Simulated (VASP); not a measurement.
Crystal: Pt.

```
CELL_PARAMETERS angstrom
-1.58422 1.58422 1.58422
1.58422 -1.58422 1.58422
1.58422 1.58422 -1.58422
ATOMIC_POSITIONS crystal
Pt 0.00000 0.00000 0.00000
```

This isn't the form of Pt at room conditions, which is fcc.

```yaml
Program: VASP 6.6.1
Task: relaxation of cell and atoms
Functional: PBEsol
Potentials_or_basis: VASP PAW PBE potentials, release 64 (Pt)
Cutoff: 600 eV
k_mesh: 10 × 10 × 10
Occupations: fermi-dirac, width 0.05 eV
Spin: no spin polarisation
```

At the start: pressure -11.2 GPa; volume 15.90 Å³/atom.

Q: How do energy, volume and symmetry change on relaxing?

A: Over 7 steps the energy falls by 26.5 meV/atom and the volume is 15.18 Å³/atom (-4.5 %); space group Im-3m (No. 229, to 0.05 Å).

The path:
```csv
step,energy change (eV),largest force (eV/Å),pressure (GPa),volume (Å³)
1,0.0000,0.0000,-11.21,15.90
2,0.1876,0.0000,45.67,13.48
3,-0.0264,0.0000,-0.60,15.22
4,-0.0265,0.0000,-0.13,15.19
5,-0.0265,0.0000,0.12,15.18
6,-0.0265,0.0000,-0.25,15.20
7,-0.0265,0.0000,-0.01,15.18
```

Final structure:
```yaml
crystal:
  lattice:
    - [-1.55991, 1.55991, 1.55991]
    - [1.55991, -1.55991, 1.55991]
    - [1.55991, 1.55991, -1.55991]
  atoms:
    - { symbol: Pt, position: [0.00000, 0.00000, 0.00000] }
```

Caveat: the PAW data sets were made with another functional, which shifts forces and pressure a little.
